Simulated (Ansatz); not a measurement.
## AgCl (Fm-3m), phonons: input and output

Level of theory: PBEsol, PAW on Ansatz 0.2.0's default frozen-core files (fitted under PBE), scalar-relativistic.

The cell is the relaxed one with its volume scaled by 0.985.

Command line:

```sh
ansatz run input.yaml --threads 1 --pin off --max-ram 3072MiB --backend cpu --events-out ev --progress --plain --runs-dir out
```

input.yaml:

```yaml
crystal:
  lattice:
    - [0.0, 2.71006402706, 2.71006402706]
    - [2.71006402706, 0.0, 2.71006402706]
    - [2.71006402706, 2.71006402706, 0.0]
  atoms:
    - { symbol: Ag, position: [0.0, 0.0, 0.0] }
    - { symbol: Cl, position: [0.5, 0.5, 0.5] }
kpoints:
  mp_grid: { grid: [8, 8, 8] }
scf:
  occupations: { method: fixed }
hamiltonian:
  xc: pbesol
  pseudopotentials: { kind: paw }
phonons:
  qmesh: [2, 2, 2]
  qpath:
    path:
      - [0.0, 0.0, 0.0]
      - [0.5, 0.0, 0.5]
      - [0.625, 0.25, 0.625]
      - [0.375, 0.375, 0.75]
      - [0.0, 0.0, 0.0]
      - [0.5, 0.5, 0.5]
      - [0.5, 0.25, 0.75]
      - [0.5, 0.0, 0.5]
    npoints: 6
  temperatures: { t_min: 0, t_max: 1000, t_step: 100 }
```

The program printed:

```
Warning: RAYON_NUM_THREADS=1 ignored (pool sized by the plan → 1); use --threads N
Engine: ansatz 0.2.0, x86_64-unknown-linux-gnu
Pseudopotentials: kind: paw
Pseudopotential: Ag, paw, valence charge 19, recommended cutoff 420 eV (normal), Ag.paw.azcp
Pseudopotential: Cl, paw, valence charge 7, recommended cutoff 420 eV (normal), Cl.paw.azcp
Functional definition: PBEsol
  exchange = pbesol_x
  correlation = pbesol_c
Crystal: 4 atoms, lattice volume = 79.616 Å³
Basis set: ecut = 420 eV, 1539 PW (Γ), FFT grids on a1, a2, −a1+a2+a3, exchange–correlation on 54×54×80 points (8 copies of the dense FFT grid, shifted against one another)
Bands: 32, of which v1, the nominal top of the filled ones, is band 26 counted from 1 (25 counted from 0)
Symmetry: 32 space group operations
k-points: 39 of 256
Non-local potential: Ag, projectors of the file, l = 0: 3, l = 1: 2, l = 2: 2, l = 3: 1
Non-local potential: Cl, projectors of the file, l = 0: 2, l = 1: 2, l = 2: 2
PAW form: soft (Blöchl's): semilocal exchange-correlation on the pseudo side does not see the compensation charge
[... 149 lines left out ...]
  optical modes at Γ + LO–TO along q̂ = [0.0000, 1.0000, 0.0000]:
      ω (cm⁻¹)  modes    IR ((D/Å)²/amu)
        122.90      2             3.4733
        178.39      1             1.7366
  optical modes at Γ + LO–TO along q̂ = [0.0000, 0.0000, 1.0000]:
      ω (cm⁻¹)  modes    IR ((D/Å)²/amu)
        122.90      2             3.4733
        178.39      1             1.7366
--- Phonons (by wavevector): 3 wavevectors in 2 supercells ---
  supercell 1 (2 cells, vectors [1, 0, 0], [0, 1, -1], [0, 0, 2] in multiples of the cell's): 2 displaced members by 0.0025 Å; free energy -17167.606772 eV; taken off its force constants: by the sum rule 2.4e-4, by the ...
  symmetry images taken by strict's conditions (phonons.symmetry_images: auto; settled by no image being taken that strict refuses)
  supercell 2 (2 cells, vectors [1, 0, 0], [0, 1, 0], [0, 0, 2] in multiples of the cell's): 4 displaced members by 0.0025 Å; free energy -17167.606772 eV; taken off its force constants: by the sum rule 6.0e-4, by the ...
  symmetry images taken by strict's conditions (phonons.symmetry_images: auto; settled by no image being taken that strict refuses)
  q = [0.0000, 0.0000, 0.0000] (star 1, supercell 1; hermiticity 3.53e-51, symmetrization 7.15e-6): -0.00 -0.00 0.00 122.90 122.90 122.90
  q = [0.0000, 0.0000, -0.5000] (star 4, supercell 2; hermiticity 9.55e-17, symmetrization 5.34e-16): 59.03 59.03 68.48 68.48 104.22 201.95
  q = [0.0000, -0.5000, -0.5000] (star 3, supercell 1; hermiticity 1.44e-16, symmetrization 4.40e-16): 29.54 29.54 49.92 160.73 160.73 197.28
  joined force constants: q→R imaginary residual 5.66e-17
  density of states and harmonic sums: on the 20×20×20 q-mesh, interpolated from the force constants of a 2×2×2 supercell (with the dipole–dipole term)
  largest difference from the sums on the solved wave vectors: F 8.51e-2 eV, S 1.17e-4 and C_V 3.20e-5 eV/K
```

Self-consistency was reached.

Phonons on the q mesh:

Harmonic phonons of a crystal by Kohn-Sham DFT at the given cell, standard atomic masses, acoustic sum rule imposed; negative wavenumbers are unstable modes; one row a degenerate set, branches counted upwards.

```json
{
  "Unstable phonons": "no"
}
```

| point | q a (r.l.u.) | q b (r.l.u.) | q c (r.l.u.) | branch | phonon wavenumber (cm⁻¹) | degeneracy |
| --- | --- | --- | --- | --- | --- | --- |
| Gamma | 0 | 0 | 0 | 4 | 122.9 | 3 |
| L | 0.5 | 0 | 0 | 1 | 59 | 2 |
| L | 0.5 | 0 | 0 | 3 | 68.5 | 2 |
| L | 0.5 | 0 | 0 | 5 | 104.2 | 1 |
| L | 0.5 | 0 | 0 | 6 | 202 | 1 |
| X | 0.5 | 0.5 | 0 | 1 | 29.5 | 2 |
| X | 0.5 | 0.5 | 0 | 3 | 49.9 | 1 |
| X | 0.5 | 0.5 | 0 | 4 | 160.7 | 2 |
| X | 0.5 | 0.5 | 0 | 6 | 197.3 | 1 |

### Harmonic thermodynamics

Sums over wave vectors interpolated from the q mesh.

| Quantity | Value |
| --- | --- |
| Zero point energy | 18.38 meV/atom |

```csv
temperature (K),phonon heat capacity (k_B/atom),phonon entropy (k_B/atom),phonon free energy (meV/atom)
100,2.466,2.849,6.61
200,2.841,4.711,-26.7
300,2.926,5.882,-72.65
400,2.957,6.729,-127.2
500,2.972,7.39,-188.1
600,2.98,7.933,-254.2
700,2.985,8.393,-324.6
800,2.988,8.791,-398.7
900,2.99,9.144,-476
1000,2.992,9.459,-556.1
```

**Field response**

Linear response of an insulating crystal by Kohn-Sham DFT to a field and to zone-centre displacements, local fields included; Born charges neutralised; LO modes for wave vectors along x and z; Cartesian axes as in the input.

```json
{
 "Dielectric electronic (x, y, z)": "5.566, 5.566, 5.566",
 "Highest phonon with field along x": "178.4 cm⁻¹",
 "Highest phonon with field along z": "178.4 cm⁻¹",
 "Highest phonon without field": "122.9 cm⁻¹"
}
```

| atom | born charge xx (e) | born charge yy (e) | born charge zz (e) |
| --- | --- | --- | --- |
| Ag1 | 1.417 | 1.417 | 1.417 |
| Cl2 | -1.417 | -1.417 | -1.417 |

Keep in mind: frozen-core PAW files fitted under PBE, their cores solved anew for the functional of the run; cell scaled away from its relaxed volume; no LO-TO term at the zone centre; coarse q mesh.

Time and hardware: 30 s on 1 thread of AMD EPYC 9R45 96-Core Processor (Zen 5) (shared host), peak memory 0.54 GiB.
